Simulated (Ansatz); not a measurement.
**NbH2 in Ansatz: convergence with xc grid**

Input of the first run (xc grid 1); the others differ in this setting and in those tied to it:

File input.yaml:

```yaml
crystal:
  lattice:
    - [0.0, 2.2815, 2.2815]
    - [2.2815, 0.0, 2.2815]
    - [2.2815, 2.2815, 0.0]
  atoms:
    - { symbol: Nb, position: [0.0, 0.0, 0.0] }
    - { symbol: H, position: [0.75, 0.75, 0.75] }
    - { symbol: H, position: [0.25, 0.25, 0.25] }
hamiltonian:
  xc: r2scan
  pseudopotentials: { kind: paw }
  hubbard: { sites: [{ species: Nb, l: d, u_eff: 8.0 }] }
kpoints:
  mp_grid: { grid: [8, 8, 8] }
scf:
  occupations: { method: fermi_dirac, width: 0.1 }
output:
  forces: true
  stress: true
  eigenvalues: true
basis:
  xc_grid: 1
```

Potentials or basis: Ansatz PAW.

Launch:

```bash
$ ansatz run input.yaml --threads 2 --pin off --max-ram 5632MiB --backend cpu --events-out ev --progress --plain --runs-dir out
```

Hardware: 2 threads of Arm Neoverse V1, with other jobs on the host.

```
xc grid  energy less the tightest run, at zero smearing (meV/atom)  pressure (GPa)  SCF cycles  CPU time (s)  peak memory (GiB)
      1                                                      -0.86           18.60          10           2.6               0.26
      2                                                      -0.06           18.77          10           2.7               0.27
      3                                                       0.00           18.78          10           2.8               0.29
      4                                                       0.00           18.78          10             3               0.32
      5                                                       0.00           18.78          10           3.2               0.36
```

Against the tightest run, the energy stays within 1 meV/atom from 1 on; the pressure stays within 0.1 GPa from 2 on. The tightest run that finished is the yardstick and may itself not be fully converged.

Caveat, for the tightest run too: U without spin polarisation on a metal has little footing; the PAW data sets come from PBE, with cores solved anew for the run's functional, which leaves a small shift of forces and pressure; the U is typed as a test and isn't derived for this compound.
